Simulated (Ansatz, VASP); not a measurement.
# Two plane-wave programs on PtS2

```
Pt S
1.0
     3.51942    0.00000    0.00000
    -1.75971    3.04791    0.00000
     0.00000    0.00000    5.00498
Pt S
1 2
Cartesian
  0.0000 0.0000 0.0000
  1.7597 1.0160 3.8689
  0.0000 2.0319 1.1361
```

Change from the starting cell: volume scaled by 0.98.

Alike in both runs: task single point; functional PBE; k mesh 9 × 9 × 5; occupations fermi-dirac, width 0.05 eV; no spin polarisation.

```csv
,VASP,Ansatz
version,VASP 6.6.1,Ansatz 0.2.0
potentials or method,"VASP PAW PBE potentials, release 64 (Pt, S)",Ansatz PAW
plane-wave cutoff (eV),520,420
valence electrons in the cell,22,30
```

VASP gave:

```
gap on the k mesh at the Fermi level (eV)       : 1.05
least direct gap on the mesh (eV)               : 1.10
pressure (GPa)                                  : 14.8
largest component of the traceless stress (GPa) : 2.10
rms of the force components (eV/Å)              : 0.724
```

Question: Estimate Ansatz's values.

Answer: gap on the k mesh at the Fermi level (eV): 1.04; least direct gap on the mesh (eV): 1.09; pressure (GPa): 15.3; largest component of the traceless stress (GPa): 2.29; rms of the force components (eV/Å): 0.745.

Atom by atom the forces differ by 0.022 eV/Å (rms over components). The two sets of potentials don't hold the same shells in valence.

Caveats: spin-orbit coupling is left out, which moves the levels of the heavy elements; forces of over 1 eV/Å show positions far from the minimum, so gaps and moduli don't describe the material at rest; an odd mesh through Γ misses points on the zone boundary, where band edges often lie (VASP); odd divisions of the mesh miss points on the zone boundary, where band edges often lie, so the gap on the mesh can be too wide (Ansatz).
